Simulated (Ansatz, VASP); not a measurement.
Given: the input of a run of Ansatz 0.2.0 on SiNi.

The input input.yaml:

```yaml
crystal:
  lattice:
    - [4.4428258088, 0.0, 0.0]
    - [0.0, 4.4428258088, 0.0]
    - [0.0, 0.0, 4.4428258088]
  atoms:
    - { symbol: Ni, position: [0.149504, 0.149504, 0.149504], spin: 1.0 }
    - { symbol: Ni, position: [0.649504, 0.350496, 0.850496], spin: 1.0 }
    - { symbol: Ni, position: [0.850496, 0.649504, 0.350496], spin: 1.0 }
    - { symbol: Ni, position: [0.350496, 0.850496, 0.649504], spin: 1.0 }
    - { symbol: Si, position: [0.84683, 0.84683, 0.84683] }
    - { symbol: Si, position: [0.34683, 0.65317, 0.15317] }
    - { symbol: Si, position: [0.15317, 0.34683, 0.65317] }
    - { symbol: Si, position: [0.65317, 0.15317, 0.34683] }
hamiltonian:
  xc: pbesol
  pseudopotentials: { kind: paw }
magnetization:
  spin_polarized: true
kpoints:
  mp_grid: { grid: [6, 6, 6] }
scf:
  occupations: { method: fermi_dirac, width: 0.05 }
output:
  forces: true
  stress: true
  eigenvalues: true
```

Potentials or basis: Ansatz PAW.

Launch:

```bash
$ ansatz run input.yaml --threads 4 --pin off --max-ram 11264MiB --backend cpu --events-out ev --progress --plain --runs-dir out
```

Q: Set up the same calculation for VASP 6.6.1. Potentials there: VASP PAW PBE potentials, release 64 (Ni, Si).

A: As run (the cutoff follows the program's own potentials):

INCAR

```
ALGO     = Normal         # electronic algorithm
EDIFF    = 1E-7           # SCF threshold, eV
ENCUT    = 520            # plane-wave cutoff, eV
GGA      = PS             # functional
ISIF     = 2              # what is computed and relaxed
ISMEAR   = -1             # smearing method
ISPIN    = 2              # spin polarisation
KPAR     = 2            
LASPH    = T              # aspherical terms in the spheres
LCHARG   = F              # write CHGCAR
LMAXMIX  = 4              # l up to which the mixer works
LORBIT   = 11             # projections on sites
LREAL    = F              # projectors in reciprocal space
LWAVE    = F              # write WAVECAR
MAGMOM   = 1 1 1 1 0 0 0 0 # initial moments
NBANDS   = 42             # bands
NELM     = 150            # most SCF steps
PREC     = Accurate       # precision mode
SIGMA    = 0.05           # smearing width, eV
```

The input KPOINTS:

```
k-points
0
Gamma
  6 6 6
```

POSCAR

```
SiNi
1.0
    4.4428258088      0.0000000000      0.0000000000
    0.0000000000      4.4428258088      0.0000000000
    0.0000000000      0.0000000000      4.4428258088
Ni Si
4 4
Direct
    0.1495040000      0.1495040000      0.1495040000
    0.6495040000      0.3504960000      0.8504960000
    0.8504960000      0.6495040000      0.3504960000
    0.3504960000      0.8504960000      0.6495040000
    0.8468300000      0.8468300000      0.8468300000
    0.3468300000      0.6531700000      0.1531700000
    0.1531700000      0.3468300000      0.6531700000
    0.6531700000      0.1531700000      0.3468300000
```

Potentials or basis: VASP PAW PBE potentials, release 64 (Ni, Si).

The run is started by

```sh
$ cat potpaw_PBE.64/Ni/POTCAR potpaw_PBE.64/Si/POTCAR > POTCAR
$ mpirun -np 2 vasp_std > vasp.out
```

Both were run:

|  | VASP | Ansatz | Ansatz less VASP |
| --- | --- | --- | --- |
| gap on the k mesh at the Fermi level (eV) | none | none | - |
| pressure (GPa) | 3.7 | 3.4 | -0.22 |
| rms of the force components (eV/Å) | 0.009 | 0.009 | +0.0006 |
| net moment per atom (μB) | 0.00 | 0.00 | 0.000 |

Atom by atom the forces differ by 0.001 eV/Å (rms over components). A gap of «none» marks a metal or a gap that the smearing closes. The two sets of potentials don't hold the same shells in valence.

Caveats: the PAW data sets were made with another functional, which shifts forces and pressure a little (VASP); the PAW data sets come from PBE, with cores solved anew for the run's functional, which leaves a small shift of forces and pressure (Ansatz); the starting moments weren't kept (Ansatz).
